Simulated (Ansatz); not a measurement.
## CdI₂, space group P-3m1: a G0W0 quasiparticle calculation

Program: Ansatz's Python interface.

Input file `cdi2.extxyz`:
```text
3
Lattice="4.244 0.0 0.0 -2.122 3.67541181 0.0 0.0 0.0 6.859" Properties=species:S:1:pos:R:3 pbc="T T T"
Cd    0.00000000    0.00000000    0.00000000
I    -0.00000000    2.45027454    1.70926280
I     2.12200000    1.22513727    5.14973720
```

`gw_cdi2.py`:
```python
'''One-shot GW for CdI2.'''

import warnings

import ansatz as az


def main() -> None:
    warnings.simplefilter('ignore', az.DeckWarning)

    crystal = az.Crystal.from_extxyz('cdi2.extxyz')

    setup = (
        crystal.calculation()
        .functional('pbesol')
        .kpoints(3, 3, 2)
        .scf(tolerance=1e-10)
        .occupations('fixed')
        .gw(empty_bands=100, screening_cutoff=100, quasiparticle_bands=('v1', 'c1'))
    )
    events = []
    result = setup.session().plan().execute(on_event=events.append, runs_dir='gw_run')
    gw = next(e['data'] for e in events if e['event'] == 'gw_qp')
    top = gw['frontier_bands']['highest_filled_band']
    print(' k band    E_KS   Sigma_x  Sigma_c     Vxc      Z    E_QP (eV)')
    for qp in gw['qp']:
        print(f'{qp["ik"]:2d} {qp["band"]:4d} {qp["eps_ks_ev"]:7.3f} {qp["sigma_x_ev"]:9.3f} {qp["sigma_c_at_ks_ev"]:8.3f} {qp["vxc_ev"]:8.3f} {qp["z"]:6.3f} {qp["e_qp_ev"]:8.3f}')
    for key, label in (('eps_ks_ev', 'Kohn-Sham'), ('e_qp_ev', 'G0W0')):
        filled = max(qp[key] for qp in gw['qp'] if qp['band'] <= top)
        empty = min(qp[key] for qp in gw['qp'] if qp['band'] > top)
        print(f'{label} gap on the mesh: {empty - filled:.3f} eV')
    print('static dielectric eigenvalues (RPA, this mesh):', [round(e, 3) for e in gw['screening'][0]['eps_tensor_eigenvalues']])


if __name__ == '__main__':
    main()
```

```console
$ python gw_cdi2.py
 k band    E_KS   Sigma_x  Sigma_c     Vxc      Z    E_QP (eV)
 0   27   6.011   -17.843    2.081  -15.221  0.797    5.581
 0   28   8.509    -9.064   -3.375  -13.454  0.819    9.336
 1   27   6.144   -19.048    2.233  -16.289  0.799    5.725
 1   28   9.677   -10.420   -3.414  -15.054  0.811   10.659
 2   27   6.073   -18.800    2.207  -16.051  0.798    5.641
 2   28   9.090    -9.486   -3.293  -13.825  0.813    9.936
 3   27   5.790   -18.455    2.250  -15.599  0.798    5.309
 3   28   8.809    -9.215   -3.259  -13.473  0.814    9.619
 4   27   5.036   -17.448    2.320  -14.381  0.796    4.444
 4   28   8.767    -8.934   -3.188  -13.048  0.815    9.518
 5   27   5.881   -18.461    2.187  -15.702  0.798    5.426
 5   28   9.565   -10.462   -3.303  -14.973  0.808   10.536
Kohn-Sham gap on the mesh: 2.365 eV
G0W0 gap on the mesh: 3.611 eV
static dielectric eigenvalues (RPA, this mesh): [4.701, 7.275, 7.275]
```

Notes:
- Absolute energies stand on the zero of these potentials, so only differences at equal settings mean something. A total without «per atom» is that of the whole cell that was run.
- The k-point mesh is coarse, and energy and stress weren't tested for convergence.
- The starting cell is as deposited in a crystallographic database; the results hold for this polymorph, which needn't be the stable one.
- Mesh, empty bands and screening cutoff are small, so the quasiparticle gap isn't converged, and it is read on the mesh points alone. Spin-orbit coupling is left out, which matters for heavy elements.
- Finished in 19 s on 1 thread of Arm Neoverse V2, on a shared host, peak memory 0.43 GiB.
